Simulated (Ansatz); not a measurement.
Runs of Ansatz 0.2.0 on NiO. Symmetry: P-6m2, No. 187, hexagonal system. Conventional cell: a = 2.783 Å, b = 2.783 Å, c = 2.716 Å, α = 90.00°, β = 90.00°, γ = 120.00°. Around Ni (site symmetry -6m2) lie 6 O at 2.10 Å. O (site symmetry -6m2) is surrounded by 6 Ni at 2.10 Å. Measurements of this composition are mostly on another form, of space group No. 225.

```csv
task,level,cell,cutoff (eV),points for each segment of the path,gap on the mesh (eV),pressure (GPa),moment (μB),relaxed volume (Å³/atom)
single point,HF,as given,420,-,11.66,17.0,2.00,-
band structure,HSE03,as given,420,4,1.44,(b),2.00,-
single point,B3LYP,as given,420,-,(a),11.1,2.00,-
relaxation of cell and atoms,HSE06,relaxed,420,-,1.86,0.0,2.00,(c)
single point,r2SCANh,as given,500,-,(d),1.1,2.00,-
single point,PBE0,as given,420,-,2.49,3.8,2.00,-
relaxation of cell and atoms,B3LYP,relaxed,420,-,1.76,0.0,2.00,9.66
relaxation of cell and atoms,HSE03,relaxed,420,-,1.57,0.0,2.00,9.34
```

Alike in all rows: potentials or basis Ansatz PAW; spin collinear, ferromagnetic start; k mesh 6 × 6 × 5; smearing fermi-dirac 0.05 eV; the mesh is coarse, so values aren't converged.

**Question.** Estimate the missing entries.

**Answer.** (a) 1.56; (b) 4.2; (c) 9.33; (d) 0.76.

Caveats: all runs use coarse meshes; the magnetic or orbital state may not be the lowest; a cell with one magnetic atom can't hold antiferromagnetic order, which such compounds often take; the PAW data sets come from PBE, with cores solved anew for the run's functional, which leaves a small shift of forces and pressure; odd divisions of the mesh miss points on the zone boundary, where band edges often lie, so the gap on the mesh can be too wide (some runs); the thresholds are loose for stress (some runs); the plane-wave basis is chosen anew once the cell has moved, so the energies of steps on either side of that aren't comparable (some runs); so large a pressure means that the cell lies far from this level's equilibrium, or that cutoff or potentials fall short (some runs).

A k mesh can miss the band edges.
